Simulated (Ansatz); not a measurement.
Crystal: MnS.

```xyz
2
Lattice="0.0000 2.4735 2.4735 2.4735 0.0000 2.4735 2.4735 2.4735 0.0000" Properties=species:S:1:pos:R:3 pbc="T T T"
Mn    0.0000    0.0000    0.0000
S     3.7102    3.7102    3.7102
```

The cell is a database's computed one.

```yaml
Program: Ansatz 0.2.0
Task: relaxation of cell and atoms
Functional: r2SCAN
Dispersion: D3(BJ)
Potentials_or_basis: Ansatz PAW
Cutoff: "500 eV (not typed: the program's choice for these potentials)"
k_mesh: 9 × 9 × 9
Occupations: fermi-dirac, width 0.05 eV
Spin: collinear spin, ferromagnetic start
Starting_moments: "[4.0, 0.0] μB"
```

At the start: volume 15.13 Å³/atom.

Task: Where does the relaxation end?

Result: It ends after 7 steps and the volume is 22.15 Å³/atom (+46.4 %); space group F-43m (No. 216, to 0.05 Å); moment 5.00 μB per cell.

Step by step:
| step | energy change (eV) | largest force (eV/Å) | volume (Å³) |
| --- | --- | --- | --- |
| 1 | 0.0000 | 0.0000 | 30.27 |
| 2 | -0.6821 | 0.0000 | 34.61 |
| 3 | -1.1346 | 0.0000 | 39.68 |
| 4 | -1.2504 | 0.0000 | 45.23 |
| 5 | -1.2546 | 0.0000 | 44.41 |
| 6 | -1.2547 | 0.0000 | 44.30 |
| 7 | -1.2626 | 0.0000 | 44.30 |

Final structure:
```
Mn S
1.0
     0.00000    2.80833    2.80833
     2.80833    0.00000    2.80833
     2.80833    2.80833    0.00000
Mn S
1 1
Cartesian
  0.0000 0.0000 0.0000
  4.2125 4.2125 4.2125
```

Caveat: the magnetic or orbital state may not be the lowest; the volume moved by over 15 % at a fixed basis, so the end points are rough; the plane-wave basis is chosen anew once the cell has moved, so the energies of steps on either side of that aren't comparable; a cell with one magnetic atom can't hold antiferromagnetic order, which such compounds often take; the PAW data sets come from PBE, with cores solved anew for the run's functional, which leaves a small shift of forces and pressure; the dispersion damping was fitted for another functional or another form of the correction.
